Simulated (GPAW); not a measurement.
# 1 ML Cr on Rh(111), fcc site, 3 substrate layers: which magnetic order is lowest, part 2 of 2

Wanted: the moments of 1 ML Cr on Rh(111), fcc site, 3 substrate layers and the energy of each order that was tried.

GPAW 26.7.0; PBE; plane waves with GPAW's PAW setups, scalar-relativistic.

So far. Step 2 (Order 1, typed as ferro +): After 79 cycles the seed has died away: no moment is left.

## 3. Start 2: antiferro q=(0,1/2,0) +-

Reversing part of the moments tests the sign of the couplings between them.

This order needs a doubled cell of 8 atoms. Its mesh is chosen so that both cells sample the same points.

Input file order2.py:

```python
import json
import numpy as np
from ase import Atoms
from ase.parallel import paropen, parprint
from gpaw import GPAW

atoms = Atoms(['Rh', 'Rh', 'Rh', 'Rh', 'Rh', 'Rh', 'Cr', 'Cr'],
    cell=[[2.683965, 0.0, 0.0],
         [-2.683966, 4.648764, 0.0],
         [0.0, 0.0, 20.497978]],
    scaled_positions=[[0.0, 0.0, 0.341497],
         [0.0, 0.5, 0.341497],
         [0.666667, 0.1666665, 0.448408],
         [0.666667, 0.6666665, 0.448408],
         [0.333333, 0.3333335, 0.555318],
         [0.333333, 0.8333335, 0.555318],
         [0.0, 0.0, 0.658503],
         [0.0, 0.5, 0.658503]],
    pbc=True,
    magmoms=[0.0, 0.0, 0.0, 0.0, 0.0, 0.0, 2.5, -2.5])
atoms.calc = GPAW(mode={'name': 'pw', 'ecut': 500},
    xc='PBE',
    kpts={'size': (14, 7, 1), 'gamma': True},
    occupations={'name': 'fermi-dirac', 'width': 0.05},
    convergence={'density': 1e-05, 'energy': 1e-05},
    maxiter=250,
    symmetry={'tolerance': 1e-4},
    txt='order2.txt')
e = atoms.get_potential_energy(force_consistent=True)
res = {'free_energy': e, 'energy_sigma0': atoms.get_potential_energy(), 'fermi_energy': atoms.calc.get_fermi_level()}
res['moments'] = atoms.get_magnetic_moments().tolist()
res['total'] = atoms.get_magnetic_moment()
parprint('site moments (muB):', np.round(res['moments'], 3))
parprint(f"total moment: {res['total']:.3f} muB")
parprint(f'free energy: {e:.6f} eV')
atoms.calc.write('order2.gpw')
with paropen('results.json', 'w') as f:
    json.dump(res, f)
```

Launch:

```
OMP_NUM_THREADS=1 mpirun -n 4 gpaw python order2.py > order2.log
```

Numbers of over 12 decimals in the logs are rounded to 6 here.

The program printed:

```text
site moments (muB): [ 0.029 -0.028  0.014 -0.014  0.027 -0.027  2.719 -2.719]
total moment: 0.001 muB
free energy: -58.903570 eV

--- order2.txt ---
Input parameters:
  mode=PW(ecut=500),
  convergence={'density': 1e-05, 'energy': 1e-05},
  kpts=MonkhorstPack(size=(14, 7, 1), gamma=True),
  maxiter=250,
  occupations=Occupations(name='fermi-dirac', width=0.05),
  symmetry=Symmetry(tolerance=0.0001),
  xc=XC(name='PBE')

Diagonalizing LCAO Hamiltonian
Converting LCAO to pw mode

         Cr
          Cr

           Rh

            Rh
              Rh

         Rh
          Rh

Atoms  # Å, Bohr magnetons
|   | symbol |         x |        y |         z |    initial magnetic moments |
|---|--------|-----------|----------|-----------|-----------------------------|
| 0 |     Rh |  0.000000 | 0.000000 |  6.999998 | ( 0.0000,  0.0000,  0.0000) |
| 1 |     Rh | -1.341983 | 2.324382 |  6.999998 | ( 0.0000,  0.0000,  0.0000) |
| 2 |     Rh |  1.341984 | 0.774793 |  9.191457 | ( 0.0000,  0.0000,  0.0000) |
| 3 |     Rh |  0.000001 | 3.099175 |  9.191457 | ( 0.0000,  0.0000,  0.0000) |
| 4 |     Rh | -0.000002 | 1.549589 | 11.382896 | ( 0.0000,  0.0000,  0.0000) |
| 5 |     Rh | -1.341985 | 3.873971 | 11.382896 | ( 0.0000,  0.0000,  0.0000) |
| 6 |     Cr |  0.000000 | 0.000000 | 13.497980 | ( 0.0000,  0.0000,  2.5000) |
| 7 |     Cr | -1.341983 | 2.324382 | 13.497980 | ( 0.0000,  0.0000, -2.5000) |

Unit cell  # Å
| periodic |         x |        y |         z |   lengths |     angles |
|----------|-----------|----------|-----------|-----------|------------|
|      yes |  2.683965 | 0.000000 |  0.000000 |  2.683965 |  90.000000 |
|      yes | -2.683966 | 4.648764 |  0.000000 |  5.367931 |  90.000000 |
|      yes |  0.000000 | 0.000000 | 20.497978 | 20.497978 | 120.000008 |

Number of symmetries: 1

BZ-sampling:
  Number of BZ points: 98
  Number of IBZ points: 50

  Monkhorst-Pack size: [14, 7, 1]
  Monkhorst-Pack shift: [0.035714, 0.0, 0.0]

Plane wave coefficients: 6554
Cutoff: 500.0 eV

Spin-components: 2 (collinear spins)
Bands:           66
Projectors:      48
Spin-degeneracy: 1
Datatype:        complex128

Parallelization:
  kpt:    4
  domain: 1
  band:   1

Density:
  Valence electrons: 102.0
  Components: 2
  Grid points: [ 14  28 108]
  Charge: 0.0  # |e|

Potential:
  Grid points: [ 14  28 108]

[... setups left out ...]
Reference energy: -837972.636900  # eV

eigensolver:
  PPCG
  Converge bands: occupied
  niter=2

density mixing:
  MSR1-Mixer
  Pratt-step length: 0.05
  Maximum mixing coefficient: 0.75
  Old densities: 10
  SVD Regularization: 0.005
  Good broyden scale: 1.0
  Trust region scale: 1.0
  Backstep threshold: 4.0
  History deletion threshold: 6.0
  Fourier metric: weight=20.0, sigma=0.015

occupation numbers:
  Fermi-Dirac:
    width: 0.0500  # eV

poisson solver:
  ecut: 4000.0  # eV

xc functional:
  name: PBE with 2 nearest neighbor stencil

convergence criteria:
- Maximum integral of absolute [dens]ity change: 1e-05 electrons / valence electron
- Maximum [total energy] change in last 3 cyles: 1e-05 eV / valence electron
- Maximum integral of absolute [eigenst]ate change: 4e-08 eV^2 / valence electron
maximum number of iterations: 250

SCF iterations
|iter     |      energy | eigst |  dens |  magmom |
|---------|-------------|-------|-------|---------|
|iter:   1|       0s |  -97.575477 | +0.33 |       |  +0.0000|
|iter:   2|      10s | -267.631949 | +1.02 | -0.55 |  -0.0000|
|iter:   3|      19s |  -92.474539 | -0.05 | -0.44 |  +0.0000|
|iter:   4|      29s |  -63.105977 | +0.25 | -0.65 |  -0.0000|
|iter:   5|      38s |  -87.603559 | +0.20 | -0.93 |  -0.0000|
|iter:   6|      48s |  -71.788543 | -0.47 | -0.59 |  +0.0000|
|iter:   7|      57s |  -76.188356 | -0.50 | -0.79 |  -0.0000|
|iter:   8|      67s |  -65.546018 | -0.81 | -0.68 |  +0.0000|
|iter:   9|      76s |  -59.196031 | -1.51 | -0.89 |  +0.0000|
|iter:  10|      86s |  -59.407713 | -2.31 | -1.46 |  +0.0000|
[... 42 iterations left out ...]
|iter:  53|     486s |  -58.851638c| -7.06 | -4.15 |  +0.0016|
|iter:  54|     495s |  -58.851676c| -7.16 | -3.90 |  +0.0015|
|iter:  55|     504s |  -58.851656c| -7.60c| -4.54 |  +0.0012|
|iter:  56|     514s |  -58.851664c| -7.72c| -4.26 |  +0.0012|
|iter:  57|     521s |  -58.851682c| -7.63c| -4.55 |  +0.0012|
|iter:  58|     526s |  -58.851670c| -7.57c| -4.45 |  +0.0011|
|iter:  59|     530s |  -58.851668c| -7.78c| -4.79 |  +0.0010|
|iter:  60|     535s |  -58.851670c| -7.61c| -4.97 |  +0.0009|
|iter:  61|     539s |  -58.851668c| -7.54c| -4.65 |  +0.0009|
|iter:  62|     543s |  -58.851667c| -8.01c| -5.22c|  +0.0007|

Converged in 62 steps
Energy contributions relative to reference atoms: (reference = -837972.636900)

Energy contributions:
  Kinetic:         -37.118817
  Coulomb:          14.549996
  Zero:             -0.204602
  External:          0.000000
  Xc:              -36.026339
  Entropy:          -0.103807
  Spinorbit:         0.000000
  ----------------------------
  Free energy:     -58.903570
  Extrapolated:    -58.851667

dipole moment: (-14.547364, -25.270060, 0.046512)  # |e|*Ang

Total magnetic moment: (0.000000, 0.000000, 0.000741)

Local magnetic moments
|        x |        y |         z |
|----------|----------|-----------|
| 0.000000 | 0.000000 |  0.028620 |  # Rh   0
| 0.000000 | 0.000000 | -0.028155 |  # Rh   1
| 0.000000 | 0.000000 |  0.014132 |  # Rh   2
| 0.000000 | 0.000000 | -0.013923 |  # Rh   3
| 0.000000 | 0.000000 |  0.027102 |  # Rh   4
| 0.000000 | 0.000000 | -0.027070 |  # Rh   5
| 0.000000 | 0.000000 |  2.719151 |  # Cr   6
| 0.000000 | 0.000000 | -2.719151 |  # Cr   7

Fermi level: 2.015
Eigenvalues  # (at kpt = [0.000, 0.000, 0.000])
| band index |      eig [eV] | occ [0-1] |      eig [eV] | occ [0-1] |
|------------|---------------|-----------|---------------|-----------|
|          0 |       -45.015 |     1.000 |       -45.015 |     1.000 |
|        ... |               |           |               |           |
|         42 |         0.836 |     1.000 |         0.836 |     1.000 |
|         43 |         0.997 |     1.000 |         0.998 |     1.000 |
|         44 |         1.297 |     1.000 |         1.297 |     1.000 |
|         45 |         1.307 |     1.000 |         1.307 |     1.000 |
|         46 |         1.415 |     1.000 |         1.415 |     1.000 |
|         47 |         1.719 |     0.997 |         1.719 |     0.997 |
|         48 |         1.853 |     0.963 |         1.853 |     0.963 |
|         49 |         1.935 |     0.833 |         1.935 |     0.833 |
|         50 |         2.099 |     0.158 |         2.099 |     0.158 |
|         51 |         2.276 |     0.005 |         2.276 |     0.005 |
|         52 |         2.312 |     0.003 |         2.312 |     0.003 |
|         53 |         2.567 |     0.000 |         2.567 |     0.000 |
|         54 |         2.677 |     0.000 |         2.677 |     0.000 |
|         55 |         2.758 |     0.000 |         2.758 |     0.000 |
|         56 |         2.854 |     0.000 |         2.854 |     0.000 |
|         57 |         2.924 |     0.000 |         2.924 |     0.000 |
|        ... |               |           |               |           |
|         65 |         6.072 |     0.000 |         6.072 |     0.000 |

No gap
No difference between direct/indirect transitions
```

Elapsed: 9.4 min, on 4 MPI ranks of Intel Xeon 6975P-C (Granite Rapids), shared host; peak memory 1.9 GiB.

Spin moment in the augmentation sphere by atom:

| atom | spin moment in the augmentation sphere (μB) |
| --- | --- |
| Rh1 | 0.03 |
| Rh2 | -0.03 |
| Rh3 | 0.01 |
| Rh4 | -0.01 |
| Rh5 | 0.03 |
| Rh6 | -0.03 |
| Cr7 | 2.72 |
| Cr8 | -2.72 |

Numbers from this step:

* magnetization: 0 μB
* final state: antiferromagnetic

It lies 295 meV a seeded atom under the first start, and its largest moment is 2.72 μB against 1.7e-4 μB.

## 4. Run 3 (no spin polarisation)

This run holds no moments, which gives a state to set the others against.

Input file nospin.py:

```python
import json
import numpy as np
from ase import Atoms
from ase.parallel import paropen, parprint
from gpaw import GPAW

atoms = Atoms(['Rh', 'Rh', 'Rh', 'Cr'],
    cell=[[2.683965, 0.0, 0.0],
         [-1.341983, 2.324382, 0.0],
         [0.0, 0.0, 20.497978]],
    scaled_positions=[[0.0, 0.0, 0.341497],
         [0.666667, 0.333333, 0.448408],
         [0.333333, 0.666667, 0.555318],
         [0.0, 0.0, 0.658503]],
    pbc=True)
atoms.calc = GPAW(mode={'name': 'pw', 'ecut': 500},
    xc='PBE',
    kpts={'size': (14, 14, 1), 'gamma': True},
    occupations={'name': 'fermi-dirac', 'width': 0.05},
    convergence={'density': 1e-05, 'energy': 1e-05},
    maxiter=250,
    symmetry={'tolerance': 1e-4},
    txt='nospin.txt')
e = atoms.get_potential_energy(force_consistent=True)
res = {'free_energy': e, 'energy_sigma0': atoms.get_potential_energy(), 'fermi_energy': atoms.calc.get_fermi_level()}
parprint(f'free energy: {e:.6f} eV')
atoms.calc.write('nospin.gpw')
with paropen('results.json', 'w') as f:
    json.dump(res, f)
```

Launch:

```
OMP_NUM_THREADS=1 mpirun -n 4 gpaw python nospin.py > nospin.log
```

The program printed:

```text
free energy: -29.156676 eV

--- nospin.txt ---
Input parameters:
  mode=PW(ecut=500),
  convergence={'density': 1e-05, 'energy': 1e-05},
  kpts=MonkhorstPack(size=(14, 14, 1), gamma=True),
  maxiter=250,
  occupations=Occupations(name='fermi-dirac', width=0.05),
  symmetry=Symmetry(tolerance=0.0001),
  xc=XC(name='PBE')

Diagonalizing LCAO Hamiltonian
Converting LCAO to pw mode

       Cr

        Rh

           Rh

[...]
|          0 |       -45.010 |     2.000 |
|        ... |               |           |
|         18 |        -0.499 |     2.000 |
|         19 |        -0.499 |     2.000 |
|         20 |        -0.442 |     2.000 |
|         21 |         0.753 |     2.000 |
[...]
|         31 |         2.879 |     0.000 |
|         32 |         3.169 |     0.000 |
|         33 |         3.169 |     0.000 |
|         34 |         6.685 |     0.000 |

No gap
No difference between direct/indirect transitions

[key lines of the parts left out:]
Free energy:     -29.156676
Converged in 26 steps
dipole moment: (-7.323489, -12.693909, 0.009593)  # |e|*Ang
Fermi level: 1.935
```

Elapsed: 16 s, on 4 MPI ranks; peak memory 0.85 GiB.

Read from the output:

```yaml
final_state: non-magnetic (no spin polarisation)
```

It ends in the same state without moments as the first start; the 3.1e-5 meV between them is numerical noise.

## 5. Energies of the orders

These are free energies at a smearing of 0.05 eV, so its entropy term is in the differences. They are divided by the number of seeded atoms, so that cells of unlike size compare. Wavevectors q in the names are fractions of the reciprocal vectors of the first run's cell.

Orders:

| start | final state | typed order kept | energy over the lowest (meV a seeded atom) | largest site moment (μB) | net moment (μB a primitive cell) | mesh matched | CPU time (s) |
| --- | --- | --- | --- | --- | --- | --- | --- |
| ferro + | non-magnetic | no | 295.1 | 1.68e-4 | 1.28e-4 | yes | 355.1 |
| antiferro q=(0,1/2,0) +- | antiferromagnetic | yes | 0 | 2.719 | 3.71e-4 | yes | 2244 |
| no spin polarisation | non-magnetic | - | 295.1 | 0 | 0 | yes | 64.1 |

## 6. Results

| Quantity | Value |
| --- | --- |
| lowest state found | antiferromagnetic (typed antiferro q=(0,1/2,0) +-) |
| largest site moment | 2.72 μB |
| next state | non-magnetic, 295 meV a seeded atom higher |
| energy gained by spin polarisation | 295 meV a seeded atom |

What this shows: The lowest state found is antiferromagnetic, reached from the start antiferro q=(0,1/2,0) +-, with moments up to 2.72 μB. 1 start left the typed pattern (a sign turned or a seeded moment died), so such an energy belongs to the state reached, not the one typed. Only 3 starts are shown; other collinear patterns, canted and longer-period orders are not.

[Logs and program files are shortened in this print: banners, set-up blocks, solver, clock and traceback lines can be left out without a mark of their own.]

[Logs are printed without paths, hosts, clocks, repeated set-up lines and the standing remarks that a program may print on its own settings, such as how far it seeks lower states.]

[Hosts, paths, dates, database ids (printed as entryN), source tags and the programs' standing remarks are cut or masked in the printed files.]

[Where a cell is said to come from a database of computed structures, the database is the Materials Project.]
